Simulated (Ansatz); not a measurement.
Runs of Ansatz 0.2.0 on WS2 (Tungstenite). It takes space group P6_3/mmc (No. 194, hexagonal). Conventional cell: a = 3.180 Å, b = 3.180 Å, c = 12.500 Å, α = 90.00°, β = 90.00°, γ = 120.00°. Around W (site symmetry -6m2) lie 6 S at 2.41 Å. S (site symmetry 3m) is surrounded by 3 W at 2.41 Å. 

| task | level | cell | cutoff (eV) | points for each segment of the path | gap on the mesh (eV) | pressure (GPa) | relaxed volume (Å³/atom) | largest force (eV/Å) |
| --- | --- | --- | --- | --- | --- | --- | --- | --- |
| band structure | r2SCAN | as given | 500 | 14 | 1.23 | 0.2 | - | 0.12 |
| relaxation of cell and atoms | r2SCAN | relaxed | 500 | - | 1.45 | 0.0 | 19.09 | - |
| relaxation of cell and atoms | LDA | relaxed | 420 | - | 0.90 | 0.0 | (b) | - |
| band structure | LDA | as given | 420 | 14 | 1.04 | -5.6 | - | (a) |

Alike in all rows: potentials or basis Ansatz PAW; no spin polarisation; k mesh 10 × 10 × 3; smearing fermi-dirac 0.05 eV.

Question: Estimate the missing entries.

Answer: (a) 0.36; (b) 17.16.

Caveats: spin-orbit coupling is left out, which moves the levels of the heavy elements; the PAW data sets come from PBE, with cores solved anew for the run's functional, which leaves a small shift of forces and pressure; the k mesh misses the band edges, so the gap on the mesh is wider than the one along the path (some runs); odd divisions of the mesh miss points on the zone boundary, where band edges often lie, so the gap on the mesh can be too wide (some runs); the plane-wave basis is chosen anew once the cell has moved, so the energies of steps on either side of that aren't comparable (some runs).

A k mesh can miss the band edges, and the runs leave out spin-orbit coupling on W.

Runs at the PBE level aren't shown here.
